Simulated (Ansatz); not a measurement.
Base system: Li₃N (space group P6/mmm, No. 191).

```
Li3N
1.0
    3.60977     0.00000     0.00000
   -1.80489     3.12615     0.00000
    0.00000     0.00000     3.85578
Li N
3 1
Direct
  0.00000   0.00000   0.50000
  0.33333   0.66667   0.00000
  0.66667   0.33333   0.00000
  0.00000   0.00000   0.00000
```

Cartesian axes are those of the cell as printed.

Method: Ansatz (an electronic-structure program) r2SCAN, no spin-orbit coupling.

Perturbation: every lattice vector is shortened by 2.23 %, atoms relaxed at fixed cell.

Task: Predict the stress tensor and what it implies for the stiffness.

Result: Stress of the strained cell less that of the base (GPa, compression positive):
```
   4.37    0.00    0.00
   0.00    4.37    0.00
   0.00    0.00    4.23
```

Then B = −ΔP/(ΔV/V₀) with ΔV/V₀ = -0.0654 gives secant stiffness values (nonlinear terms included at this strain): B (at held cell shape, above the free-shape value) ≈ 66 GPa.

As a check, the harmonic strain energy −½ V₀ Δσ:ε is 9.8 meV/atom; the computed energy rise is 9.1 meV/atom.

Whether these cells are dynamically stable was not tested.
